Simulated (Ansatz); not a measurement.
Crystal: PtS2.

```
Pt S
1.0
     3.54320    0.00000    0.00000
    -1.77160    3.06850    0.00000
     0.00000    0.00000    5.03880
Pt S
1 2
Cartesian
  0.0000 0.0000 0.0000
  1.7716 1.0228 3.8950
  0.0000 2.0457 1.1438
```

Base run:

```yaml
Program: Ansatz 0.2.0
Functional: PBEsol
Potentials_or_basis: all-electron LAPW, scalar-relativistic
Cutoff: 274 eV
Density_cutoff: 1098 eV
Basis_error_allowed: 0.002 eV/atom
k_mesh: 9 × 9 × 5
Occupations: fermi-dirac, width 0.05 eV
Spin: no spin polarisation
Hubbard_terms: Pt d U = 4 eV
```

Its results: band gap on the k mesh 0.89 eV, indirect (least direct gap 0.98 eV); pressure 6.9 GPa; largest force 1.053 eV/Å.

The run is repeated on the same cell with these changes: hubbard terms from Pt d U = 4 eV to Pt d U = 8 eV. What comes out?

Band gap on the k mesh 0.76 eV, indirect (least direct gap 0.90 eV); pressure 7.6 GPa; largest force 1.148 eV/Å.

Caveats: U is the effective U less J, on atomic orbitals that reach past the spheres; spin-orbit coupling is left out, which moves the levels of the heavy elements; an odd mesh through Γ misses points on the zone boundary, where band edges often lie; forces of over 1 eV/Å show positions far from the minimum, so gaps and moduli don't describe the material at rest.

Not every run made on this cell is shown here.
